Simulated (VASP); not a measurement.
# Mo (Im-3m) in VASP: notebook

The runs below take Mo through relaxation of cell and atoms, with PBEsol.

All numbers are computed with VASP 6.6.1; they aren't measurements. Logs are shortened: lines on timing, memory, paths and dates and some standing lists are left out, and cuts for length are marked.

**1. Starting point**

Symmetry: Im-3m, No. 229, cubic system. Conventional cell: a = 3.147 Å, b = 3.147 Å, c = 3.147 Å, α = 90.00°, β = 90.00°, γ = 90.00°. Mo (site symmetry m-3m) is surrounded by 8 Mo at 2.73 Å.

**2. Relaxation of cell and atoms, PBEsol**

Input file INCAR:

```
SYSTEM = Mo
  ALGO = Normal
  EDIFF = 1E-7
  EDIFFG = -0.002
  ENCUT = 520
  GGA = PS
  IBRION = 2
  ISIF = 3
  ISMEAR = 0
  LASPH = .True.
  LCHARG = .False.
  LREAL = .False.
  LWAVE = .False.
  NELM = 80
  NSW = 80
  PREC = Accurate
  SIGMA = 0.1
```

Input file KPOINTS:

```
k-points
0
Gamma
  18 18 18
  0 0 0
```

Input file POSCAR:

```
Mo
1.0
   -1.5734150000      1.5734150000      1.5734150000
    1.5734150000     -1.5734150000      1.5734150000
    1.5734150000      1.5734150000     -1.5734150000
Mo
1
Direct
    0.0000000000      0.0000000000      0.0000000000
```

Potentials or basis: VASP PAW PBE potentials, release 64 (Mo_sv).

On the command line:

```bash
cat potpaw_PBE.64/Mo_sv/POTCAR > POTCAR
mpirun -np 1 vasp_std > vasp.out
```

OUTCAR:

```text
SYSTEM = Mo
   EDIFF = 1E-7
   EDIFFG = -0.002
   ENCUT = 520
   GGA = PS
   IBRION = 2
   ISIF = 3
   ISMEAR = 0
   LASPH = .True.
   LREAL = .False.
   NELM = 80
   NSW = 80
   PREC = Accurate

 ion  position               nearest neighbor table
   1  0.000  0.000  0.000-

  LATTYP: Found a body centered cubic cell.
 ALAT       =     3.1468300000

  Lattice vectors:

 A1 = (  -1.5734150000,   1.5734150000,   1.5734150000)
 A2 = (   1.5734150000,  -1.5734150000,   1.5734150000)
 A3 = (   1.5734150000,   1.5734150000,  -1.5734150000)

Analysis of symmetry for initial positions (statically):
=====================================================================
 Subroutine PRICEL returns:
 Original cell was already a primitive cell.

 Routine SETGRP: Setting up the symmetry group for a
 body centered cubic supercell.

 Subroutine GETGRP returns: Found 48 space group operations
 (whereof 48 operations were pure point group operations)
 out of a pool of 48 trial point group operations.

The static configuration has the point symmetry O_h .

Analysis of symmetry for dynamics (positions and initial velocities):
=====================================================================
 Subroutine PRICEL returns:
 Original cell was already a primitive cell.

 Routine SETGRP: Setting up the symmetry group for a
 body centered cubic supercell.

 Subroutine GETGRP returns: Found 48 space group operations
 (whereof 48 operations were pure point group operations)
 out of a pool of 48 trial point group operations.

The dynamic configuration has the point symmetry O_h .

 Subroutine INISYM returns: Found 48 space group operations
 (whereof 48 operations are pure point group operations),
 and found     1 'primitive' translations

----------------------------------------------------------------------------------------

                                     Primitive cell

  volume of cell :      15.5808

  direct lattice vectors                    reciprocal lattice vectors
    -1.573415000  1.573415000  1.573415000     0.000000000  0.317780115  0.317780115
     1.573415000 -1.573415000  1.573415000     0.317780115  0.000000000  0.317780115
     1.573415000  1.573415000 -1.573415000     0.317780115  0.317780115  0.000000000

  length of vectors
     2.725234721  2.725234721  2.725234721     0.449408949  0.449408949  0.449408949

  position of ions in fractional coordinates (direct lattice)
     0.000000000  0.000000000  0.000000000

  ion indices of the primitive-cell ions
   primitive index   ion index
                 1           1

----------------------------------------------------------------------------------------

 KPOINTS: k-points

Automatic generation of k-mesh.
 Grid dimensions read from file:
 generate k-points for:   18   18   18

 Generating k-lattice:

  Cartesian coordinates                     Fractional coordinates (reciprocal lattice)
     0.000000000  0.017654451  0.017654451     0.055555556  0.000000000  0.000000000
     0.017654451  0.000000000  0.017654451     0.000000000  0.055555556  0.000000000
     0.017654451  0.017654451  0.000000000     0.000000000  0.000000000  0.055555556

  Length of vectors
     0.024967164  0.024967164  0.024967164

  Shift w.r.t. Gamma in fractional coordinates (k-lattice)
     0.000000000  0.000000000  0.000000000

 Subroutine IBZKPT returns following result:
 ===========================================

 Found    195 irreducible k-points:

 Following reciprocal coordinates:
            Coordinates               Weight
  0.000000  0.000000  0.000000      1.000000
  0.055556  0.000000  0.000000     12.000000
  0.111111  0.000000  0.000000     12.000000
  0.166667  0.000000  0.000000     12.000000
  0.222222  0.000000  0.000000     12.000000
  0.277778  0.000000  0.000000     12.000000
[... 16 lines left out ...]
  0.333333  0.111111 -0.000000     48.000000
  0.388889  0.111111  0.000000     48.000000
 [... further k-points ...]
   k-points           NKPTS =    195   k-points in BZ     NKDIM =    195   number of bands    NBANDS=     11
   number of dos      NEDOS =    301   number of ions     NIONS =      1
   total plane-waves  NPLWV =   8000
   dimension x,y,z NGX =    20 NGY =   20 NGZ =   20
   dimension x,y,z NGXF=    40 NGYF=   40 NGZF=   40
   ions per type =               1
   NGX,Y,Z   is equivalent  to a cutoff of  12.20, 12.20, 12.20 a.u.
   NGXF,Y,Z  is equivalent  to a cutoff of  24.40, 24.40, 24.40 a.u.
 SYSTEM =  Mo
   PREC   = accura    normal or accurate (medium, high low for compatibility)
   ISTART =      0    job   : 0-new  1-cont  2-samecut
   ICHARG =      2    charge: 1-file 2-atom 10-const
   ISPIN  =      1    spin polarized calculation?
   LNONCOLLINEAR =      F non collinear calculations
   LSORBIT =      F    spin-orbit coupling
   LASPH  =      T    aspherical Exc in radial PAW
   ENCUT  =  520.0 eV  38.22 Ry    6.18 a.u.   5.07  5.07  5.07*2*pi/ulx,y,z
   NELM   =     80;   NELMIN=  2; NELMDL= -5     # of ELM steps
   EDIFF  = 0.1E-06   stopping-criterion for ELM
   LREAL  =      F    real-space projection
   EDIFFG = -.2E-02   stopping-criterion for IOM
   NSW    =     80    number of steps for IOM
   IBRION =      2    ionic relax: 0-MD 1-quasi-New 2-CG
   NFREE  =      1    steps in history (QN), initial steepest desc. (CG)
   ISIF   =      3    stress and relaxation
   ISYM   =      2    0-nonsym 1-usesym 2-fastsym
   POTIM  = 0.5000    time-step for ionic-motion
   TEBEG  =    0.0;   TEEND  =   0.0 temperature during run
   PSTRESS=    0.0 pullay stress
   NELECT =      14.0000    total number of electrons
   NUPDOWN=      -1.0000    fix difference up-down
   EMIN   =  10.00;   EMAX   =-10.00  energy-range for DOS
   EFERMI =   0.00;   METHOD = LEGACY
   ISMEAR =     0;   SIGMA  =   0.10  broadening in eV -4-tet -1-fermi 0-gaus
   EFERMI_NEDOS =   21; number of points for ismear=-14 and -15
   IALGO  =     38    algorithm
   IMIX   =      4    mixing-type and parameters
     AMIX     =   0.40;   BMIX     =  1.00
     AMIX_MAG =   1.60;   BMIX_MAG =  1.00
  volume/ion in A,a.u.               =      15.58       105.14
  Fermi-wavevector in a.u.,A,eV,Ry     =   1.579747  2.985289 33.954710  2.495601
  Thomas-Fermi vector in A             =   2.680079
   LORBIT       =      0    0 simple, 1 ext, 2 COOP (PROOUT), +10 PAW based schemes
   GGA     = PS    functional components
   LHFCALC =     F    Hartree Fock is set to
   AEXX    =    0.0000 exact exchange contribution
   IVDW    =     0    specifies the selected vdW correction
   LEPSILON=     F    determine dielectric tensor
   LRPA    =     F    only Hartree local field effects (RPA)
 conjugate gradient relaxation of ions
 non-spin polarized calculation
 Gauss-broadening in eV      SIGMA  =   0.10
  energy-cutoff  :      520.00
  volume of cell :       15.58
 maximum number of plane-waves:       432
   NGX = 11   NGY = 11   NGZ = 11

--------------------------------------- Ionic step        1  -------------------------------------------

 number of electron      14.0000001 magnetization

 Free energy of the ion-electron system (eV)
  ---------------------------------------------------
  ext. energy  EPLUGINS =         0.00000000
  ---------------------------------------------------
  free energy    TOTEN  =       -11.77524819 eV

  energy without entropy =      -11.77275968  energy(sigma->0) =      -11.77400393

------------------------ aborting loop because EDIFF is reached ----------------------------------------

  FORCE on cell =-STRESS in cart. coord.  units (eV):
  Direction    XX          YY          ZZ          XY          YZ          ZX
  --------------------------------------------------------------------------------------
  -------------------------------------------------------------------------------------
  Total       -0.3917499     -0.3917499     -0.3917499      0.0000000      0.0000000      0.0000000
  in kB      -40.2837224    -40.2837224    -40.2837224      0.0000000      0.0000000      0.0000000
  external PRESSURE =     -40.2837224 kB  Pullay stress =       0.0000000 kB

 VOLUME and BASIS-vectors are now :
 -----------------------------------------------------------------------------
  energy-cutoff  :      520.00
  volume of cell :       15.58
      direct lattice vectors                 reciprocal lattice vectors
    -1.573415000  1.573415000  1.573415000     0.000000000  0.317780115  0.317780115
     1.573415000 -1.573415000  1.573415000     0.317780115  0.000000000  0.317780115
     1.573415000  1.573415000 -1.573415000     0.317780115  0.317780115  0.000000000
[... 71 lines left out ...]
 POSITION                                       TOTAL-FORCE (eV/Angst)
 -----------------------------------------------------------------------------------
     -0.00000      0.00000      0.00000         0.000000     -0.000000      0.000000
 -----------------------------------------------------------------------------------
    total drift:                                0.000000     -0.000000     -0.000000

  FREE ENERGIE OF THE ION-ELECTRON SYSTEM (eV)
  ---------------------------------------------------
  free  energy   TOTEN  =       -11.7781748372 eV

  energy  without entropy=      -11.7758402573  energy(sigma->0) =      -11.77700755

--------------------------------------- Ionic step        4  -------------------------------------------

 number of electron      13.9999998 magnetization

 Free energy of the ion-electron system (eV)
  ---------------------------------------------------
  ext. energy  EPLUGINS =         0.00000000
  ---------------------------------------------------
  free energy    TOTEN  =       -11.77817566 eV

  energy without entropy =      -11.77584400  energy(sigma->0) =      -11.77700983

 E-fermi :  12.7775     XC(G=0): -13.6313

 val. band max:       12.7767471791   @ k =  -0.3889   0.4444   0.2778
 cond. band min:      12.7795621182   @ k =   0.3889   0.1111   0.0000
 fundamental gap:      0.0028149391
 Fermi energy:        12.7774889234

 k-point     1 :       0.0000    0.0000    0.0000
  band No.  band energies     occupation
      1     -48.4378      2.00000
      2     -21.6816      2.00000
      3     -21.6816      2.00000
      4     -21.6816      2.00000
      5       5.4140      2.00000
      6      11.3565      2.00000
      7      11.3565      2.00000
      8      11.3565      2.00000
      9      14.4392      0.00000
     10      14.4392      0.00000
     11      27.5932      0.00000

 k-point     2 :       0.0556    0.0000    0.0000
  band No.  band energies     occupation
      1     -48.4293      2.00000
      2     -21.7301      2.00000
      3     -21.6965      2.00000
      4     -21.6820      2.00000
      5       5.5545      2.00000
      6      11.2762      2.00000
      7      11.3436      2.00000
      8      11.4886      2.00000
      9      14.3183      0.00000
     10      14.4409      0.00000
     11      27.7014      0.00000
[... 295 lines left out ...]
 k-point    24 :       0.3889    0.1111    0.0000
  band No.  band energies     occupation
      1     -48.1507      2.00000
      2     -23.0827      2.00000
      3     -22.1982      2.00000
      4     -21.7597      2.00000
      5       7.7219      2.00000
      6       9.4233      2.00000
      7      12.7796      0.97661
      8      14.3549      0.00000
      9      15.5292      0.00000
     10      18.3104      0.00000
     11      24.6980      0.00000

 [... further k-points ...]

------------------------ aborting loop because EDIFF is reached ----------------------------------------

  FORCE on cell =-STRESS in cart. coord.  units (eV):
  Direction    XX          YY          ZZ          XY          YZ          ZX
  --------------------------------------------------------------------------------------
  -------------------------------------------------------------------------------------
  Total        0.0014725      0.0014725      0.0014725      0.0000000     -0.0000000      0.0000000
  in kB        0.1536858      0.1536858      0.1536858      0.0000000     -0.0000000      0.0000000
  external PRESSURE =       0.1536858 kB  Pullay stress =       0.0000000 kB

 VOLUME and BASIS-vectors are now :
 -----------------------------------------------------------------------------
  energy-cutoff  :      520.00
  volume of cell :       15.35
      direct lattice vectors                 reciprocal lattice vectors
    -1.565632660  1.565632660  1.565632660     0.000000000  0.319359715  0.319359715
     1.565632660 -1.565632660  1.565632660     0.319359715  0.000000000  0.319359715
     1.565632660  1.565632660 -1.565632660     0.319359715  0.319359715  0.000000000

 POSITION                                       TOTAL-FORCE (eV/Angst)
 -----------------------------------------------------------------------------------
      3.13127      0.00000      0.00000        -0.000000     -0.000000     -0.000000
 -----------------------------------------------------------------------------------
    total drift:                                0.000000     -0.000000      0.000000

  FREE ENERGIE OF THE ION-ELECTRON SYSTEM (eV)
  ---------------------------------------------------
  free  energy   TOTEN  =       -11.7781756643 eV

  energy  without entropy=      -11.7758439976  energy(sigma->0) =      -11.77700983

 reached required accuracy - stopping structural energy minimisation
```

Wall time 40 s (1 thread of Intel Xeon Platinum 8488C (Sapphire Rapids), shared host); peak memory 0.15 GiB.

Results:

| Quantity | Value |
| --- | --- |
| Free energy | -11.7782 eV |
| Relaxed volume | 15.35 Å³/atom |
| Relaxed cell | a = 2.712 Å, b = 2.712 Å, c = 2.712 Å, α = 109.47°, β = 109.47°, γ = 109.47° |
| Space group after relaxing (to 0.05 Å) | Im-3m (No. 229) |
| Energy gained by relaxing | 2.9 meV/atom |
| Ionic steps | 4 |
| Pressure after relaxing | 0.0 GPa |
| Band gap on the k mesh | none (metal or under the smearing width) |

The path:
```tsv
step	energy change (eV)	largest force (eV/Å)	pressure (GPa)	volume (Å³)
1	0.0000	0.0000	-4.03	15.58
2	0.0221	0.0000	13.07	14.71
3	-0.0029	0.0000	-0.07	15.36
4	-0.0029	0.0000	0.02	15.35
```

Final structure:
```yaml
crystal:
  lattice:
    - [-1.56563, 1.56563, 1.56563]
    - [1.56563, -1.56563, 1.56563]
    - [1.56563, 1.56563, -1.56563]
  atoms:
    - { symbol: Mo, position: [0.00000, 0.00000, 0.00000] }
```

Levels at points of the mesh, in eV from the Fermi level:
```tsv
k point	band 3	band 4	band 5	band 6	band 7	band 8	band 9	band 10	band 11
(0.00, 0.00, 0.00)	-34.46	-34.46	-7.36	-1.42	-1.42	-1.42	1.66	1.66	14.82
(0.50, 0.00, 0.00)	-34.93	-34.47	-5.48	-3.52	1.66	1.71	2.35	4.89	11.95
(0.50, 0.50, 0.50)	-35.49	-35.49	-5.63	-5.63	4.10	4.10	4.10	9.14	9.14
```

Caveat: the PAW data sets were made with another functional, which shifts forces and pressure a little.

**3. Relaxation of cell and atoms, PBEsol**

This run uses another cell than the first one, of 15.35 Å³/atom, 0.985 times its volume.

INCAR is that of step 2.

KPOINTS is that of step 2.

Input file POSCAR:

```
Mo                                      
1.0
   -1.5656326600      1.5656326600      1.5656326600
    1.5656326600     -1.5656326600      1.5656326600
    1.5656326600      1.5656326600     -1.5656326600
  Mo            
     1
Direct
     0.0000000000000000    1.0000000000000000    1.0000000000000000
```

Potentials or basis: VASP PAW PBE potentials, release 64 (Mo_sv).

On the command line:

```bash
cat potpaw_PBE.64/Mo_sv/POTCAR > POTCAR
mpirun -np 1 vasp_std > vasp.out
```

Run time: 29 s. Hardware: 1 thread of Intel Xeon Platinum 8488C (Sapphire Rapids), shared host; peak memory 0.15 GiB.

It converged, with:

```
Free energy               : -11.7781 eV
Energy gained by relaxing : 0.0 meV/atom
Ionic steps               : 3
Pressure after relaxing   : 0.0 GPa
Band gap on the k mesh    : none (metal or under the smearing width)
```

Final structure:
```cif
data_structure
_symmetry_space_group_name_H-M 'P 1'
_symmetry_Int_Tables_number 1
_cell_length_a 2.7118
_cell_length_b 2.7118
_cell_length_c 2.7118
_cell_angle_alpha 109.471
_cell_angle_beta 109.471
_cell_angle_gamma 109.471
_cell_volume 15.35
loop_
_atom_site_label
_atom_site_type_symbol
_atom_site_fract_x
_atom_site_fract_y
_atom_site_fract_z
_atom_site_occupancy
Mo1 Mo 0.00000 0.00000 0.00000 1
```

Levels at points of the mesh, in eV from the Fermi level:
| k point | band 4 | band 5 | band 6 | band 7 | band 8 | band 9 | band 10 | band 11 |
| --- | --- | --- | --- | --- | --- | --- | --- | --- |
| (0.00, 0.00, 0.00) | -34.46 | -7.36 | -1.42 | -1.42 | -1.42 | 1.66 | 1.66 | 14.82 |
| (0.50, 0.00, 0.00) | -34.47 | -5.48 | -3.52 | 1.66 | 1.71 | 2.35 | 4.89 | 11.90 |
| (0.50, 0.50, 0.50) | -35.49 | -5.63 | -5.63 | 4.10 | 4.10 | 4.10 | 9.14 | 9.14 |

Caveat: the PAW data sets were made with another functional, which shifts forces and pressure a little.
